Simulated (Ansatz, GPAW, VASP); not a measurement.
Mg: programs and potentials compared

```
Mg
1.0
     3.20930    0.00000    0.00000
    -1.60465    2.77934    0.00000
     0.00000    0.00000    5.21030
Mg
2
Cartesian
  1.6047 0.9264 3.9077
  0.0000 1.8529 1.3026
```

Alike in all runs: task single point; functional PBE; k mesh 10 × 10 × 5; occupations gaussian, width 0.02 eV; no spin polarisation; no spin-orbit coupling. Pressure is positive in compression and, in plane waves, holds the error of the finite cutoff, which Ansatz's Pulay term estimates and takes out.

```
                        program and potentials  plane-wave cutoff (eV)                                    notes  pressure (GPa)
                            Ansatz, Ansatz PAW                     420  10 valence electrons an atom on average           -0.44
                VASP, PBE PAW files Mg, 500 eV                     500   2 valence electrons an atom on average           -0.57
Ansatz, all-electron LAPW, scalar-relativistic                       -                                        -           -0.46
                VASP, PBE PAW files Mg, 520 eV                     520   2 valence electrons an atom on average           -0.57
    GPAW, GPAW PAW data sets (gpaw-data 1.2.1)                     800  10 valence electrons an atom on average           -0.53
```

The pressure spans -0.57 (VASP, PBE PAW files Mg, 520 eV) to -0.44 GPa (Ansatz, Ansatz PAW), with all-electron results at -0.46.

The functional is the same throughout but for its coding, so the spread measures potentials, basis and numerics; runs on potential files found faulty are left out.
